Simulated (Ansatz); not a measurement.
A calculation with Ansatz 0.2.0 of Hf (native input, structure typed inline):

The input input.yaml:

```yaml
crystal:
  lattice:
    - [3.1090747008, 0.0, 0.0]
    - [-1.5545373504, 2.6925376732, 0.0]
    - [0.0, 0.0, 4.9191597652]
  atoms:
    - { symbol: Hf, position: [0.6666666667, 0.3333333333, 0.75] }
    - { symbol: Hf, position: [0.3333333333, 0.6666666667, 0.25] }
hamiltonian:
  xc: lda
  pseudopotentials: { kind: paw, xc_functional: lda, accuracy: standard }
kpoints:
  mp_grid: { grid: [10, 10, 5] }
scf:
  occupations: { method: fermi_dirac, width: 0.025 }
  n_extra_bands: 6
output:
  forces: true
  stress: true
  eigenvalues: true
  dos: { projected: true, de: 0.05, nscf_kmesh: { grid: [15, 15, 8] } }
```

Potentials or basis: JTH PAW LDA.

Command:

```sh
$ ansatz run input.yaml --threads 1 --pin off --max-ram 2560MiB --backend cpu --events-out ev --progress --plain --runs-dir out
```

The cell isn't the ideal one: volume scaled by 0.92.

Q: Write the same calculation in another form: native input, Cartesian positions.

A: As run:

Contents of input.yaml:

```yaml
crystal:
  lattice:
    - [3.1090747008, 0.0, 0.0]
    - [-1.5545373504, 2.6925376732, 0.0]
    - [0.0, 0.0, 4.9191597652]
  atoms:
    - { symbol: Hf, position_ang: [1.554537351, 0.897512558, 3.689369824] }
    - { symbol: Hf, position_ang: [0.0, 1.795025116, 1.229789941] }
hamiltonian:
  xc: lda
  pseudopotentials: { kind: paw, xc_functional: lda, accuracy: standard }
kpoints:
  mp_grid: { grid: [10, 10, 5] }
scf:
  occupations: { method: fermi_dirac, width: 0.025 }
  n_extra_bands: 6
output:
  forces: true
  stress: true
  eigenvalues: true
  dos: { projected: true, de: 0.05, nscf_kmesh: { grid: [15, 15, 8] } }
  write_density: true
  write_potential: true
  elf: true
  volumetric_format: npy
```

Potentials or basis: JTH PAW LDA.

Launch:

```sh
$ ansatz run input.yaml --threads 1 --pin off --max-ram 2560MiB --backend cpu --events-out ev --progress --plain --runs-dir out
```

Both were run:

|  | native input, structure typed inline | native input, Cartesian positions |
| --- | --- | --- |
| Pressure | 1.2 GPa | 1.2 GPa |
| Band gap on the k mesh | none (metal or under the smearing width) | none (metal or under the smearing width) |
| Density of states at the Fermi level | 1.40 states/eV per cell | 1.40 states/eV per cell |

Keys that steer only the numerical path or the files written may differ.
